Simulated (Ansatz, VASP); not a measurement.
**Bi in VASP and in Ansatz**

```
Bi
1.0
     1.76466   -2.98775   -0.05684
     1.76466    2.98775   -0.05684
    -1.65900    0.00000    3.03801
Bi
1
Cartesian
  -0.8295 0.0000 1.5190
```

Alike in both runs: functional PBE; k mesh 6 × 6 × 6; occupations gaussian, width 0.1 eV; no spin polarisation.

Ansatz relaxed the structure, and its values are those at the end. VASP's run is a single point on that final structure, the one shown.

|  | VASP | Ansatz |
| --- | --- | --- |
| version | VASP 6.6.1 | Ansatz 0.2.0 |
| potentials or method | VASP PAW PBE potentials, release 64 (Bi_d) | scalar-relativistic, plane waves, PAW |
| plane-wave cutoff (eV) | 520 | 420 |
| valence electrons in the cell | 15 | 15 |

```tsv
	VASP	Ansatz	Ansatz less VASP
gap on the k mesh at the Fermi level (eV)	none	none	-
pressure (GPa)	-0.1	-0.1	+0.08
```

A gap of «none» marks a metal or a gap that the smearing closes.

Caveats: the k mesh is coarse (spacing up to 0.39 Å⁻¹), so the values aren't converged; spin-orbit coupling is left out, which moves the levels of the heavy elements.
